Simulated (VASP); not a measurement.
# VSi (Fm-3m) in VASP: single point with PBE

Aim: the single point of VSi with PBE.

Program: VASP 6.6.1. These are calculated values, not measurements. Logs are shortened: lines on timing, memory, paths and dates and some standing lists are left out, and cuts for length are marked.

## 1. Starting point

It takes space group Fm-3m (No. 225, cubic). Conventional cell: a = 4.887 Å, b = 4.887 Å, c = 4.887 Å, α = 90.00°, β = 90.00°, γ = 90.00°. V (site symmetry m-3m) has 6 Si at 2.44 Å as nearest neighbours. Si (site symmetry m-3m) has 6 V at 2.44 Å as nearest neighbours.

The cell comes from a database or a generator and needn't be the stable form of this composition.

## 2. Single point, PBE, collinear spin, typed start

INCAR

```
ALGO = Normal ; EDIFF = 1E-6
ENCUT = 520 ; GGA = PE
ISIF = 2 ; ISMEAR = -1
ISPIN = 2 ; LASPH = True
LCHARG = False ; LMAXMIX = 4
LORBIT = 11 ; LREAL = False
LWAVE = False ; MAGMOM = 1.5 0
NBANDS = 20 ; NELM = 150
PREC = Accurate ; SIGMA = 0.03
```

KPOINTS

```
k-points
0
Gamma
  13 13 13
```

POSCAR

```
VSi
1.0
    0.0000000000      2.4436595036      2.4436595036
    2.4436595036      0.0000000000      2.4436595036
    2.4436595036      2.4436595036      0.0000000000
V Si
1 1
Direct
    0.0000000000      0.0000000000      0.0000000000
    0.5000000000      0.5000000000      0.5000000000
```

Potentials or basis: VASP PAW PBE potentials, release 64 (V_sv, Si).

On the command line:

```bash
$ cat potpaw_PBE.64/V_sv/POTCAR potpaw_PBE.64/Si/POTCAR > POTCAR
$ mpirun -np 1 vasp_std > vasp.out
```

OUTCAR:

```text
EDIFF = 1E-6
   ENCUT = 520
   GGA = PE
   ISIF = 2
   ISMEAR = -1
   ISPIN = 2
   LASPH = True
   LORBIT = 11
   LREAL = False
   NELM = 150
   PREC = Accurate

 ion  position               nearest neighbor table
   1  0.000  0.000  0.000-   2 2.44   2 2.44   2 2.44   2 2.44   2 2.44   2 2.44
   2  0.500  0.500  0.500-   1 2.44   1 2.44   1 2.44   1 2.44   1 2.44   1 2.44

  LATTYP: Found a face centered cubic cell.
 ALAT       =     4.8873190072

  Lattice vectors:

 A1 = (   0.0000000000,   2.4436595036,   2.4436595036)
 A2 = (   2.4436595036,   0.0000000000,   2.4436595036)
 A3 = (   2.4436595036,   2.4436595036,   0.0000000000)

Analysis of symmetry for initial positions (statically):
=====================================================================
 Subroutine PRICEL returns:
 Original cell was already a primitive cell.

 Routine SETGRP: Setting up the symmetry group for a
 face centered cubic supercell.

 Subroutine GETGRP returns: Found 48 space group operations
 (whereof 48 operations were pure point group operations)
 out of a pool of 48 trial point group operations.

The static configuration has the point symmetry O_h .

Analysis of symmetry for dynamics (positions and initial velocities):
=====================================================================
 Subroutine PRICEL returns:
 Original cell was already a primitive cell.

 Routine SETGRP: Setting up the symmetry group for a
 face centered cubic supercell.

 Subroutine GETGRP returns: Found 48 space group operations
 (whereof 48 operations were pure point group operations)
 out of a pool of 48 trial point group operations.

The dynamic configuration has the point symmetry O_h .

Analysis of structural, dynamic, and magnetic symmetry:
=====================================================================
 Subroutine PRICEL returns:
 Original cell was already a primitive cell.

 Routine SETGRP: Setting up the symmetry group for a
 face centered cubic supercell.

 Subroutine GETGRP returns: Found 48 space group operations
 (whereof 48 operations were pure point group operations)
 out of a pool of 48 trial point group operations.

The overall configuration has the point symmetry O_h .

 Subroutine INISYM returns: Found 48 space group operations
 (whereof 48 operations are pure point group operations),
 and found     1 'primitive' translations

----------------------------------------------------------------------------------------

                                     Primitive cell

  volume of cell :      29.1845

  direct lattice vectors                    reciprocal lattice vectors
     0.000000000  2.443659504  2.443659504    -0.204611158  0.204611158  0.204611158
     2.443659504  0.000000000  2.443659504     0.204611158 -0.204611158  0.204611158
     2.443659504  2.443659504  0.000000000     0.204611158  0.204611158 -0.204611158

  length of vectors
     3.455856412  3.455856412  3.455856412     0.354396921  0.354396921  0.354396921

  position of ions in fractional coordinates (direct lattice)
     0.000000000  0.000000000  0.000000000
     0.500000000  0.500000000  0.500000000

  ion indices of the primitive-cell ions
   primitive index   ion index
                 1           1
                 2           2

----------------------------------------------------------------------------------------

 KPOINTS: k-points

Automatic generation of k-mesh.
 Grid dimensions read from file:
 generate k-points for:   13   13   13

 Generating k-lattice:

  Cartesian coordinates                     Fractional coordinates (reciprocal lattice)
    -0.015739320  0.015739320  0.015739320     0.076923077  0.000000000  0.000000000
     0.015739320 -0.015739320  0.015739320     0.000000000  0.076923077  0.000000000
     0.015739320  0.015739320 -0.015739320     0.000000000  0.000000000  0.076923077

  Length of vectors
     0.027261302  0.027261302  0.027261302

  Shift w.r.t. Gamma in fractional coordinates (k-lattice)
     0.000000000  0.000000000  0.000000000

 Subroutine IBZKPT returns following result:
 ===========================================

 Found     84 irreducible k-points:

 Following reciprocal coordinates:
            Coordinates               Weight
  0.000000  0.000000  0.000000      1.000000
  0.076923  0.000000  0.000000      8.000000
  0.153846  0.000000  0.000000      8.000000
  0.230769  0.000000  0.000000      8.000000
  0.307692  0.000000  0.000000      8.000000
  0.384615  0.000000  0.000000      8.000000
[... 16 lines left out ...]
  0.384615  0.153846  0.000000     24.000000
  0.461538  0.153846  0.000000     24.000000
 [... further k-points ...]
   k-points           NKPTS =     84   k-points in BZ     NKDIM =     84   number of bands    NBANDS=     20
   number of dos      NEDOS =    301   number of ions     NIONS =      2
   total plane-waves  NPLWV =  21952
   dimension x,y,z NGX =    28 NGY =   28 NGZ =   28
   dimension x,y,z NGXF=    56 NGYF=   56 NGZF=   56
   ions per type =               1   1
   NGX,Y,Z   is equivalent  to a cutoff of  13.47, 13.47, 13.47 a.u.
   NGXF,Y,Z  is equivalent  to a cutoff of  26.94, 26.94, 26.94 a.u.
 SYSTEM =  unknown system
   PREC   = accura    normal or accurate (medium, high low for compatibility)
   ISTART =      0    job   : 0-new  1-cont  2-samecut
   ICHARG =      2    charge: 1-file 2-atom 10-const
   ISPIN  =      2    spin polarized calculation?
   LNONCOLLINEAR =      F non collinear calculations
   LSORBIT =      F    spin-orbit coupling
   LASPH  =      T    aspherical Exc in radial PAW
   ENCUT  =  520.0 eV  38.22 Ry    6.18 a.u.   6.43  6.43  6.43*2*pi/ulx,y,z
   NELM   =    150;   NELMIN=  2; NELMDL= -5     # of ELM steps
   EDIFF  = 0.1E-05   stopping-criterion for ELM
   LREAL  =      F    real-space projection
   EDIFFG = 0.1E-04   stopping-criterion for IOM
   NSW    =      0    number of steps for IOM
   IBRION =     -1    ionic relax: 0-MD 1-quasi-New 2-CG
   NFREE  =      0    steps in history (QN), initial steepest desc. (CG)
   ISIF   =      2    stress and relaxation
   ISYM   =      2    0-nonsym 1-usesym 2-fastsym
   POTIM  = 0.5000    time-step for ionic-motion
   TEBEG  =    0.0;   TEEND  =   0.0 temperature during run
   PSTRESS=    0.0 pullay stress
   NELECT =      17.0000    total number of electrons
   NUPDOWN=      -1.0000    fix difference up-down
   EMIN   =  10.00;   EMAX   =-10.00  energy-range for DOS
   EFERMI =   0.00;   METHOD = LEGACY
   ISMEAR =    -1;   SIGMA  =   0.03  broadening in eV -4-tet -1-fermi 0-gaus
   EFERMI_NEDOS =   21; number of points for ismear=-14 and -15
   IALGO  =     38    algorithm
   IMIX   =      4    mixing-type and parameters
     AMIX     =   0.40;   BMIX     =  1.00
     AMIX_MAG =   1.60;   BMIX_MAG =  1.00
  volume/ion in A,a.u.               =      14.59        98.47
  Fermi-wavevector in a.u.,A,eV,Ry     =   1.367226  2.583683 25.433481  1.869308
  Thomas-Fermi vector in A             =   2.493298
   LORBIT       =     11    0 simple, 1 ext, 2 COOP (PROOUT), +10 PAW based schemes
   GGA     = PE    functional components
   LHFCALC =     F    Hartree Fock is set to
   AEXX    =    0.0000 exact exchange contribution
   IVDW    =     0    specifies the selected vdW correction
   LEPSILON=     F    determine dielectric tensor
   LRPA    =     F    only Hartree local field effects (RPA)
 spin polarized calculation
  energy-cutoff  :      520.00
  volume of cell :       29.18
 maximum number of plane-waves:       801
 NGX is ok and might be reduce to    28
   NGX = 13   NGY = 13   NGZ = 13

 number of electron      16.9999994 magnetization       0.0084926

 Free energy of the ion-electron system (eV)
  ---------------------------------------------------
  ext. energy  EPLUGINS =         0.00000000
  ---------------------------------------------------
  free energy    TOTEN  =       -14.42212815 eV

  energy without entropy =      -14.41535081  energy(sigma->0) =      -14.41873948

 E-fermi :   9.4211     XC(G=0): -11.7057

 val. band max:        9.4175018299   @ k =   0.4615   0.2308   0.0000
 cond. band min:       9.4258253056   @ k =   0.3077   0.1538   0.0769
 fundamental gap:      0.0083234756
 Fermi energy:         9.4210999220

 spin component 1

 k-point     1 :       0.0000    0.0000    0.0000
  band No.  band energies     occupation
      1     -54.9835      1.00000
      2     -28.8314      1.00000
      3     -28.8314      1.00000
      4     -28.8314      1.00000
      5      -1.7966      1.00000
      6       8.4985      1.00000
[... 12 lines left out ...]
     19      24.8650      0.00000
     20      24.8650      0.00000
[... 507 lines left out ...]
 k-point    24 :       0.4615    0.1538    0.0000
  band No.  band energies     occupation
      1     -54.9758      1.00000
      2     -28.9033      1.00000
      3     -28.8513      1.00000
      4     -28.8471      1.00000
      5       1.2949      1.00000
      6       4.5777      1.00000
[... 12 lines left out ...]
     19      25.8707      0.00000
     20      29.1344      0.00000

 [... further k-points ...]

 spin component 2

 k-point     1 :       0.0000    0.0000    0.0000
  band No.  band energies     occupation
      1     -54.9752      1.00000
      2     -28.8231      1.00000
      3     -28.8231      1.00000
      4     -28.8231      1.00000
      5      -1.7959      1.00000
      6       8.5052      1.00000
[... 12 lines left out ...]
     19      24.8673      0.00000
     20      24.8673      0.00000
[... 507 lines left out ...]
 k-point    24 :       0.4615    0.1538    0.0000
  band No.  band energies     occupation
      1     -54.9675      1.00000
      2     -28.8950      1.00000
      3     -28.8430      1.00000
      4     -28.8388      1.00000
      5       1.2953      1.00000
      6       4.5796      1.00000
[... 12 lines left out ...]
     19      25.8727      0.00000
     20      29.1361      0.00000

 [... further k-points ...]

------------------------ aborting loop because EDIFF is reached ----------------------------------------

  FORCE on cell =-STRESS in cart. coord.  units (eV):
  Direction    XX          YY          ZZ          XY          YZ          ZX
  --------------------------------------------------------------------------------------
  -------------------------------------------------------------------------------------
  Total        0.0355445      0.0355445      0.0355445     -0.0000000     -0.0000000      0.0000000
  in kB        1.9513313      1.9513313      1.9513313     -0.0000000     -0.0000000      0.0000000
  external PRESSURE =       1.9513313 kB  Pullay stress =       0.0000000 kB

 VOLUME and BASIS-vectors are now :
 -----------------------------------------------------------------------------
  energy-cutoff  :      520.00
  volume of cell :       29.18
      direct lattice vectors                 reciprocal lattice vectors
     0.000000000  2.443659504  2.443659504    -0.204611158  0.204611158  0.204611158
     2.443659504  0.000000000  2.443659504     0.204611158 -0.204611158  0.204611158
     2.443659504  2.443659504  0.000000000     0.204611158  0.204611158 -0.204611158

 POSITION                                       TOTAL-FORCE (eV/Angst)
 -----------------------------------------------------------------------------------
      0.00000      0.00000      0.00000         0.000000      0.000000      0.000000
      2.44366      2.44366      2.44366        -0.000000      0.000000     -0.000000
 -----------------------------------------------------------------------------------
    total drift:                               -0.000000     -0.000000      0.000000

  FREE ENERGIE OF THE ION-ELECTRON SYSTEM (eV)
  ---------------------------------------------------
  free  energy   TOTEN  =       -14.4221281472 eV

  energy  without entropy=      -14.4153508063  energy(sigma->0) =      -14.41873948

 total charge

# of ion       s       p       d       tot
------------------------------------------
    1        2.225   6.184   3.207  11.615
    2        0.800   0.947   0.000   1.747
--------------------------------------------------
tot          3.025   7.131   3.207  13.363

 magnetization (x)

# of ion       s       p       d       tot
------------------------------------------
    1        0.000   0.000   0.007   0.007
    2       -0.000  -0.000   0.000  -0.000
--------------------------------------------------
tot         -0.000  -0.000   0.007   0.007
```

It took 78 s on 1 thread of Intel Xeon Platinum 8375C at 2.90GHz (Ice Lake), shared host; peak memory 0.22 GiB.

Results:

* Free energy: -14.4221 eV
* Pressure: 0.2 GPa
* Band gap on the k mesh: none (metal or under the smearing width)
* Net moment: 0.01 μB per cell
* Valence electrons inside the program's atomic spheres: V 11.62; Si 1.75

Levels at points of the mesh, in eV from the Fermi level:
Spin up:
```csv
k point,band 6,band 7,band 8,band 9,band 10,band 11
"(0.00, 0.00, 0.00)",-0.92,-0.92,-0.92,-0.63,-0.63,3.56
```
Spin down:
```
           k point  band 6  band 7  band 8  band 9  band 10  band 11
(0.00, 0.00, 0.00)   -0.92   -0.92   -0.92   -0.62    -0.62     3.56
```
